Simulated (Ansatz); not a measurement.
# CuSbSe2: the band gap up the ladder of functionals

The task here is to estimate one member of a computed series from the others.

Program: Ansatz 0.2.0. PAW datasets, plane waves. Spin-unpolarised throughout; all numbers are computed.

## The structure to begin with

The cell was relaxed beforehand with r2SCAN+rVV10.

The symmetry is Pnma (No. 62, orthorhombic); conventional cell a = 6.347 Å, b = 3.972 Å, c = 14.912 Å, 23.49 Å³ an atom. Cu has 4 Se at 2.38–2.40 Å; Sb has 3 Se at 2.60–2.72 Å; Se has 2 Cu at 2.38–2.40 Å and 2 Sb at 2.72 Å; Se has 2 Cu at 2.40 Å and 1 Sb at 2.60 Å.

The structure in full:

```cif
data_structure
_symmetry_space_group_name_H-M 'P 1'
_symmetry_Int_Tables_number 1
_cell_length_a 6.3466
_cell_length_b 3.9719
_cell_length_c 14.9116
_cell_angle_alpha 90.000
_cell_angle_beta 90.000
_cell_angle_gamma 90.000
_cell_volume 375.90
loop_
_atom_site_label
_atom_site_type_symbol
_atom_site_fract_x
_atom_site_fract_y
_atom_site_fract_z
_atom_site_occupancy
Cu1 Cu 0.24557 0.75000 0.67155 1
Cu2 Cu 0.75443 0.25000 0.32845 1
Cu3 Cu 0.74557 0.75000 0.82845 1
Cu4 Cu 0.25443 0.25000 0.17155 1
Sb1 Sb 0.27523 0.75000 0.44033 1
Sb2 Sb 0.22477 0.25000 0.94033 1
Sb3 Sb 0.77523 0.75000 0.05967 1
Sb4 Sb 0.72477 0.25000 0.55967 1
Se1 Se 0.87934 0.25000 0.17646 1
Se2 Se 0.87600 0.75000 0.40267 1
Se3 Se 0.12066 0.75000 0.82354 1
Se4 Se 0.37934 0.25000 0.32354 1
Se5 Se 0.37600 0.75000 0.09733 1
Se6 Se 0.12400 0.25000 0.59733 1
Se7 Se 0.62400 0.25000 0.90267 1
Se8 Se 0.62066 0.75000 0.67646 1
```

Set-up of the first run:

Contents of input.yaml:

```yaml
crystal:
  lattice:
    - [6.3466105936, 0.0, 0.0]
    - [0.0, 3.9719188447, 0.0]
    - [0.0, 0.0, 14.9116302075]
  atoms:
    - { symbol: Cu, position: [0.2455734318, 0.75, 0.6715514659] }
    - { symbol: Cu, position: [0.7544265682, 0.25, 0.3284485341] }
    - { symbol: Cu, position: [0.7455734318, 0.75, 0.8284485341] }
    - { symbol: Cu, position: [0.2544265682, 0.25, 0.1715514659] }
    - { symbol: Sb, position: [0.2752266685, 0.75, 0.4403334363] }
    - { symbol: Sb, position: [0.2247733315, 0.25, 0.9403334363] }
    - { symbol: Sb, position: [0.7752266685, 0.75, 0.0596665637] }
    - { symbol: Sb, position: [0.7247733315, 0.25, 0.5596665637] }
    - { symbol: Se, position: [0.8793443263, 0.25, 0.1764550029] }
    - { symbol: Se, position: [0.8759985585, 0.75, 0.4026705746] }
    - { symbol: Se, position: [0.1206556737, 0.75, 0.8235449971] }
    - { symbol: Se, position: [0.3793443263, 0.25, 0.3235449971] }
    - { symbol: Se, position: [0.3759985585, 0.75, 0.0973294254] }
    - { symbol: Se, position: [0.1240014415, 0.25, 0.5973294254] }
    - { symbol: Se, position: [0.6240014415, 0.25, 0.9026705746] }
    - { symbol: Se, position: [0.6206556737, 0.75, 0.6764550029] }
kpoints:
  mp_grid: { grid: [4, 6, 2] }
  band_path:
    path:
      - [[0.0, 0.0, 0.0], [0.5, -5.345793141716e-35, 1.585419825021e-33], [0.5, 0.5, 1.494722468504e-33], [-6.98382139681e-51, 0.5, -9.069735651692e-35], [0.0, 0.0, 0.0], [-8.608465092519e-51, -6.005439788802e-52, 0.5], [0.5, -5.345793141716e-35, 0.5], [0.5, 0.5, 0.5], [-8.608465092519e-51, 0.5, 0.5], [-8.608465092519e-51, -6.005439788802e-52, 0.5]]
      - [[0.5, -5.345793141716e-35, 1.585419825021e-33], [0.5, -5.345793141716e-35, 0.5]]
      - [[-6.98382139681e-51, 0.5, -9.069735651692e-35], [-8.608465092519e-51, 0.5, 0.5]]
      - [[0.5, 0.5, 1.494722468504e-33], [0.5, 0.5, 0.5]]
    npoints: 10
hamiltonian:
  xc: pbe
scf:
  occupations: { method: fermi_dirac, width: 0.02 }
  n_extra_bands: 8
output:
  forces: true
  stress: true
  eigenvalues: true
```

Among the steps run: PBE band path; r2SCAN; HSE06; Single point with PBE+SOC; Single point with PBE0.

One table of the session follows, with a row left open; its other results are not shown here.

| level | gap (eV) |
| --- | --- |
| PBE | 0.52 |
| r2SCAN | 0.72 |
| HSE06 | 1.20 |
| PBE+SOC | 0.48 |
| PBE0 | ? |

Estimate the missing values for PBE0.

As computed: gap (eV): 1.83. In the column «gap (eV)» it is the highest.

Meshes: PBE 4×6×2, r2SCAN 4×6×2, HSE06 2×4×2, PBE+SOC 4×6×2, PBE0 2×4×2

In words: PBE+SOC gives the least gap, 0.48 eV, and PBE0 the largest, 1.83 eV. Against HSE06, PBE is short by 0.68 eV, at 43 % of it, and r2SCAN 60 %. PBE0 lies 0.63 eV above HSE06, which differs from it by screening the long-range exchange.

To keep in mind: Warnings in the runs' records: stress scf threshold loose, stress exchange threshold loose.
